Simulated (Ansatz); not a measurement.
**MgO (Fm-3m): G0W0 and the treatment of frequencies and band sums**

```cif
data_structure
_symmetry_space_group_name_H-M 'P 1'
_symmetry_Int_Tables_number 1
_cell_length_a 2.8727
_cell_length_b 2.8727
_cell_length_c 2.8727
_cell_angle_alpha 60.000
_cell_angle_beta 60.000
_cell_angle_gamma 60.000
_cell_volume 16.76
loop_
_atom_site_label
_atom_site_type_symbol
_atom_site_fract_x
_atom_site_fract_y
_atom_site_fract_z
_atom_site_occupancy
Mg1 Mg 0.00000 0.00000 0.00000 1
O1 O 0.50000 0.50000 0.50000 1
```

Held fixed (Ansatz):

| Item | Value |
| --- | --- |
| orbitals | PBE |
| datasets | hard PAW set made for 700 eV |
| k mesh | 4×4×4 |
| response cutoff | 200 eV |
| wave cutoff | 700 eV |

The gap is read direct at Γ, linearised, between the Kohn-Sham band edges among the points solved. The direct gap is read between the top filled and lowest empty Kohn-Sham band at Γ. ε∞ is the electronic dielectric constant on this mesh. Runs with cut sums weigh the q → 0 term analytically. The completed-sum build treats it its own way, which on a coarse mesh shifts the gap as well.

| treatment | KS gap (eV) | G0W0 gap (eV) | direct at Γ (eV) | ε∞ |
| --- | --- | --- | --- | --- |
| contour deformation, sums cut at 108 empty bands | 5.86 | 8.65 | 8.65 | 3.1 |
| plasmon pole fitted at 25.65i eV, sums cut at 108 empty bands | 5.86 | 8.60 | 8.60 | 3.1 |
| contour deformation, 44 empty bands and completed sums (trial build, its own q → 0 term) | 5.86 | 8.97 | 8.97 | 3.1 |

Farthest from contour deformation, sums cut at 108 empty bands in the G0W0 gap: contour deformation, 44 empty bands and completed sums (trial build, its own q → 0 term) (+0.32 eV). The nearest differs by 0.046 eV.

The cell is a model at fixed atoms and needn't be the relaxed known crystal. The mesh is coarse, so these are values at the stated settings, not converged ones. Band sums or response are cut, so the gap isn't at its basis limit.
